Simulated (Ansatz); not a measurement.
HfB2:

```
Hf B
1.0
     3.14000    0.00000    0.00000
    -1.57000    2.71932    0.00000
     0.00000    0.00000    3.48000
Hf B
1 2
Direct
  0.00000 0.00000 0.00000
  0.66667 0.33333 0.50000
  0.33333 0.66667 0.50000
```

- Program: Ansatz 0.2.0
- Task: single point
- Functional: PBE
- Potentials or basis: all-electron LAPW, scalar-relativistic
- Cutoff: 287 eV (chosen from the basis error)
- Basis error allowed: 0.001 eV/atom
- k mesh: 10 × 10 × 8
- Occupations: fermi-dirac, width 0.05 eV
- Spin: no spin polarisation

On this cell: pressure 1.5 GPa; largest force under 0.003 eV/Å; band gap on the k mesh none (metal or under the smearing width).

The same run follows on a disturbed copy (atoms moved at random, drawn with an rms of 0.05 Å):

```
Hf B
1.0
     3.14000    0.00000    0.00000
    -1.57000    2.71932    0.00000
     0.00000    0.00000    3.48000
Hf B
1 2
Direct
  0.00407 0.99622 0.99703
  0.67352 0.34355 0.49131
  0.31739 0.67513 0.48455
```

Problem. What does the disturbed cell give?

Solution. The energy (extrapolated to zero smearing) moves by +22.0 meV/atom; pressure 2.3 GPa; largest force 1.320 eV/Å; band gap on the k mesh none (metal or under the smearing width).

Forces on the atoms (eV/Å):
```
Hf  -0.677  0.522 -0.492
B   -0.580 -0.397  0.107
B    1.257 -0.125  0.385
```

Stress tensor (GPa, compression positive):
```
 2.44 -0.44  0.48
-0.44  1.97 -0.32
 0.48 -0.32  2.43
```
